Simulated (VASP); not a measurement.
# MgS (F-43m) in VASP: further runs

Runs on MgS. Level: LDA. Tasks: single point.

Program: VASP 6.6.1. These are calculated values, not measurements. Logs are shortened: lines on timing, memory, paths and dates and some standing lists are left out, and cuts for length are marked.

### 1 The crystal as given

Symmetry: F-43m, No. 216, cubic system. The conventional cell has a = 5.666 Å, b = 5.666 Å, c = 5.666 Å, α = 90.00°, β = 90.00°, γ = 90.00°. Around S (site symmetry -43m) lie 4 Mg at 2.45 Å. Mg (site symmetry -43m) is surrounded by 4 S at 2.45 Å.

The cell comes from a database or a generator and needn't be the stable form of this composition.

### 2 Single point, LDA

File INCAR:

```
PREC = Accurate ; ENCUT = 550
EDIFF = 1E-6 ; ISMEAR = 0
SIGMA = 0.05 ; LREAL = Auto
LASPH = True ; NELM = 100
ALGO = Normal ; ISIF = 2
LWAVE = False ; LCHARG = False
ADDGRID = False
```

File KPOINTS:

```
Automatic mesh
0
Gamma
  7 7 7
```

File POSCAR:

```
MgS
1.0
    0.0000000000      2.8331200468      2.8331200468
    2.8331200468      0.0000000000      2.8331200468
    2.8331200468      2.8331200468      0.0000000000
S Mg
1 1
Direct
    0.2500000000      0.2500000000      0.2500000000
    0.0000000000      0.0000000000      0.0000000000
```

Potentials or basis: VASP PAW LDA potentials, release 64 (S, Mg).

Run with:

```bash
$ cat potpaw_LDA.64/S/POTCAR potpaw_LDA.64/Mg/POTCAR > POTCAR
$ mpirun -np 1 vasp_std > vasp.out
```

OUTCAR:

```text
PREC = Accurate
   ENCUT = 550
   EDIFF = 1E-6
   ISMEAR = 0
   LREAL = Auto
   LASPH = True
   NELM = 100
   ISIF = 2

 Found     20 irreducible k-points:

 Following reciprocal coordinates:
            Coordinates               Weight
  0.000000  0.000000  0.000000      1.000000
  0.142857  0.000000  0.000000      8.000000
  0.285714  0.000000  0.000000      8.000000
  0.428571  0.000000  0.000000      8.000000
  0.142857  0.142857  0.000000      6.000000
  0.285714  0.142857  0.000000     24.000000
   k-points           NKPTS =     20   k-points in BZ     NKDIM =     20   number of bands    NBANDS=      8
   number of dos      NEDOS =    301   number of ions     NIONS =      2
   total plane-waves  NPLWV =  32768
   dimension x,y,z NGX =    32 NGY =   32 NGZ =   32
   dimension x,y,z NGXF=    64 NGYF=   64 NGZF=   64
   ions per type =               1   1
   NGX,Y,Z   is equivalent  to a cutoff of  13.28, 13.28, 13.28 a.u.
   NGXF,Y,Z  is equivalent  to a cutoff of  26.56, 26.56, 26.56 a.u.
 SYSTEM =  unknown system
   PREC   = accura    normal or accurate (medium, high low for compatibility)
   ISTART =      0    job   : 0-new  1-cont  2-samecut
   ICHARG =      2    charge: 1-file 2-atom 10-const
   ISPIN  =      1    spin polarized calculation?
   LNONCOLLINEAR =      F non collinear calculations
   LSORBIT =      F    spin-orbit coupling
   LASPH  =      T    aspherical Exc in radial PAW
   ENCUT  =  550.0 eV  40.42 Ry    6.36 a.u.   7.66  7.66  7.66*2*pi/ulx,y,z
   NELM   =    100;   NELMIN=  2; NELMDL= -5     # of ELM steps
   EDIFF  = 0.1E-05   stopping-criterion for ELM
   LREAL  =      T    real-space projection
   EDIFFG = 0.1E-04   stopping-criterion for IOM
   NSW    =      0    number of steps for IOM
   IBRION =     -1    ionic relax: 0-MD 1-quasi-New 2-CG
   NFREE  =      0    steps in history (QN), initial steepest desc. (CG)
   ISIF   =      2    stress and relaxation
   ISYM   =      2    0-nonsym 1-usesym 2-fastsym
   POTIM  = 0.5000    time-step for ionic-motion
   TEBEG  =    0.0;   TEEND  =   0.0 temperature during run
   PSTRESS=    0.0 pullay stress
   NELECT =       8.0000    total number of electrons
   NUPDOWN=      -1.0000    fix difference up-down
   EMIN   =  10.00;   EMAX   =-10.00  energy-range for DOS
   EFERMI =   0.00;   METHOD = LEGACY
   ISMEAR =     0;   SIGMA  =   0.05  broadening in eV -4-tet -1-fermi 0-gaus
   EFERMI_NEDOS =   21; number of points for ismear=-14 and -15
   IALGO  =     38    algorithm
   IMIX   =      4    mixing-type and parameters
     AMIX     =   0.40;   BMIX     =  1.00
     AMIX_MAG =   1.60;   BMIX_MAG =  1.00
  volume/ion in A,a.u.               =      22.74       153.46
  Fermi-wavevector in a.u.,A,eV,Ry     =   0.917269  1.733386 11.447692  0.841382
  Thomas-Fermi vector in A             =   2.042218
   LORBIT       =      0    0 simple, 1 ext, 2 COOP (PROOUT), +10 PAW based schemes
   GGA     = CA    functional components
   LHFCALC =     F    Hartree Fock is set to
   AEXX    =    0.0000 exact exchange contribution
   IVDW    =     0    specifies the selected vdW correction
   LEPSILON=     F    determine dielectric tensor
   LRPA    =     F    only Hartree local field effects (RPA)
 non-spin polarized calculation
 Gauss-broadening in eV      SIGMA  =   0.05
  energy-cutoff  :      550.00
  volume of cell :       45.48
 maximum number of plane-waves:      1363
   NGX = 15   NGY = 15   NGZ = 15

 number of electron       8.0000000 magnetization

 Free energy of the ion-electron system (eV)
  ---------------------------------------------------
  ext. energy  EPLUGINS =         0.00000000
  ---------------------------------------------------
  free energy    TOTEN  =        -9.37849175 eV

  energy without entropy =       -9.37849175  energy(sigma->0) =       -9.37849175

 E-fermi :   1.1608     XC(G=0):  -8.7526

 val. band max:        0.8793262809   @ k =   0.0000   0.0000   0.0000
 cond. band min:       4.0626559457   @ k =   0.0000   0.0000   0.0000
 fundamental gap:      3.1833296647
 Fermi energy:         1.1608007787

 k-point     1 :       0.0000    0.0000    0.0000
  band No.  band energies     occupation
      1     -10.3512      2.00000
      2       0.8793      2.00000
      3       0.8793      2.00000
      4       0.8793      2.00000
      5       4.0627      0.00000
      6       8.6401      0.00000
      7       8.6401      0.00000
      8       8.6401      0.00000

 k-point     2 :       0.1429    0.0000    0.0000
  band No.  band energies     occupation
      1     -10.2359      2.00000
      2      -0.0005      2.00000
      3       0.8096      2.00000
      4       0.8096      2.00000
      5       4.8947      0.00000
      6       8.4060      0.00000
      7       8.8538      0.00000
      8       8.8538      0.00000

 k-point     3 :       0.2857    0.0000    0.0000
  band No.  band energies     occupation
      1      -9.9525      2.00000
      2      -1.3416      2.00000
      3       0.6655      2.00000
      4       0.6655      2.00000
      5       5.7095      0.00000
      6       8.5980      0.00000
      7       8.7674      0.00000
      8       8.7674      0.00000

 k-point     4 :       0.4286    0.0000    0.0000
  band No.  band energies     occupation
      1      -9.6939      2.00000
      2      -2.2061      2.00000
      3       0.5604      2.00000
      4       0.5604      2.00000
      5       5.7549      0.00000
      6       8.3940      0.00000
      7       8.3940      0.00000
      8       9.1668      0.00000

 k-point     5 :       0.1429    0.1429    0.0000
  band No.  band energies     occupation
      1     -10.1977      2.00000
      2       0.0064      2.00000
      3       0.6433      2.00000
      4       0.6433      2.00000
      5       5.1758      0.00000
      6       7.9440      0.00000
      7       9.1871      0.00000
      8       9.1871      0.00000

 k-point     6 :       0.2857    0.1429    0.0000
  band No.  band energies     occupation
      1      -9.9696      2.00000
      2      -0.9847      2.00000
      3       0.4493      2.00000
      4       0.4558      2.00000
      5       5.9897      0.00000
      6       7.7204      0.00000
      7       8.6143      0.00000
      8       9.4782      0.00000

 [... further k-points ...]

------------------------ aborting loop because EDIFF is reached ----------------------------------------

  FORCE on cell =-STRESS in cart. coord.  units (eV):
  Direction    XX          YY          ZZ          XY          YZ          ZX
  --------------------------------------------------------------------------------------
  -------------------------------------------------------------------------------------
  Total       -0.7179442     -0.7179442     -0.7179442      0.0000000     -0.0000000     -0.0000000
  in kB      -25.2916008    -25.2916008    -25.2916008      0.0000000     -0.0000000     -0.0000000
  external PRESSURE =     -25.2916008 kB  Pullay stress =       0.0000000 kB

 VOLUME and BASIS-vectors are now :
 -----------------------------------------------------------------------------
  energy-cutoff  :      550.00
  volume of cell :       45.48
      direct lattice vectors                 reciprocal lattice vectors
     0.000000000  2.833120047  2.833120047    -0.176483874  0.176483874  0.176483874
     2.833120047  0.000000000  2.833120047     0.176483874 -0.176483874  0.176483874
     2.833120047  2.833120047  0.000000000     0.176483874  0.176483874 -0.176483874

 POSITION                                       TOTAL-FORCE (eV/Angst)
 -----------------------------------------------------------------------------------
      1.41656      1.41656      1.41656         0.000000      0.000000      0.000000
      0.00000      0.00000      0.00000        -0.000000     -0.000000     -0.000000
 -----------------------------------------------------------------------------------
    total drift:                                0.000000      0.000000      0.000000

  FREE ENERGIE OF THE ION-ELECTRON SYSTEM (eV)
  ---------------------------------------------------
  free  energy   TOTEN  =        -9.3784917547 eV

  energy  without entropy=       -9.3784917547  energy(sigma->0) =       -9.37849175
```

Wall time 7.7 s (1 thread of Intel Xeon Platinum 8488C (Sapphire Rapids), shared host); peak memory 0.15 GiB.

The run converged, but some of its settings lie outside the range that counts as converged, so its numbers aren't taken as properties of the crystal.

Results:

* Free energy: -9.3785 eV
* Pressure: -2.5 GPa
* Band gap on the k mesh: 3.18 eV, direct

### 3 Single point, LDA

INCAR is that of step 2.

KPOINTS is that of step 2.

File POSCAR:

```
MgS
1.0
    0.0000000000      2.8331200468      2.8331200468
    2.8331200468      0.0000000000      2.8331200468
    2.8331200468      2.8331200468      0.0000000000
S Mg
1 1
Direct
    0.2346630000      0.2748010000      0.2357280000
   -0.0216520000      0.0237760000     -0.0317750000
```

Potentials or basis: VASP PAW LDA potentials, release 64 (S, Mg).

Run with:

```bash
$ cat potpaw_LDA.64/S/POTCAR potpaw_LDA.64/Mg/POTCAR > POTCAR
$ mpirun -np 1 vasp_std > vasp.out
```

It took 58 s on 1 thread of Intel Xeon Platinum 8488C (Sapphire Rapids), shared host; peak memory 0.17 GiB.

These settings aren't checked as converged: the numbers below hold their error.

Results:

```yaml
Free_energy: -9.3592 eV
Pressure: -2.3 GPa
Largest_force: 0.430 eV/Å
Band_gap_on_the_k_mesh: 3.06 eV, direct
```

### 4 Single point, LDA

File INCAR:

```
PREC = Accurate ; ENCUT = 550
EDIFF = 1E-4 ; ISMEAR = 0
SIGMA = 0.05 ; LREAL = False
LASPH = True ; NELM = 100
ALGO = Normal ; ISIF = 2
LWAVE = False ; LCHARG = False
ADDGRID = False
```

KPOINTS is that of step 3.

File POSCAR:

```
MgS
1.0
    0.0000000000      2.8331200468      2.8331200468
    2.8331200468      0.0000000000      2.8331200468
    2.8331200468      2.8331200468      0.0000000000
S Mg
1 1
Direct
    0.2500000000      0.2500000000      0.2500000000
    0.0000000000      0.0000000000      0.0000000000
```

Run with:

```bash
$ cat potpaw_LDA.64/S/POTCAR potpaw_LDA.64/Mg/POTCAR > POTCAR
$ mpirun -np 1 vasp_std > vasp.out
```

It took 4.1 s on 1 thread of Intel Xeon Platinum 8488C (Sapphire Rapids), shared host; peak memory 0.15 GiB.

These settings aren't checked as converged: the numbers below hold their error.

What came out:

```yaml
Free_energy: -9.3782 eV
Pressure: -2.4 GPa
Band_gap_on_the_k_mesh: 3.18 eV, direct
```

### 5 Single point, LDA

INCAR is that of step 4.

KPOINTS is that of step 4.

File POSCAR:

```
MgS
1.0
    0.0000000000      2.8331200468      2.8331200468
    2.8331200468      0.0000000000      2.8331200468
    2.8331200468      2.8331200468      0.0000000000
S Mg
1 1
Direct
    0.2346630000      0.2748010000      0.2357280000
   -0.0216520000      0.0237760000     -0.0317750000
```

Run with:

```bash
$ cat potpaw_LDA.64/S/POTCAR potpaw_LDA.64/Mg/POTCAR > POTCAR
$ mpirun -np 1 vasp_std > vasp.out
```

It took 29 s on 1 thread of Intel Xeon Platinum 8488C (Sapphire Rapids), shared host; peak memory 0.21 GiB.

The run converged, but some of its settings lie outside the range that counts as converged, so its numbers aren't taken as properties of the crystal.

Results:

* Free energy: -9.3588 eV
* Pressure: -2.3 GPa
* Largest force: 0.430 eV/Å
* Band gap on the k mesh: 3.06 eV, direct
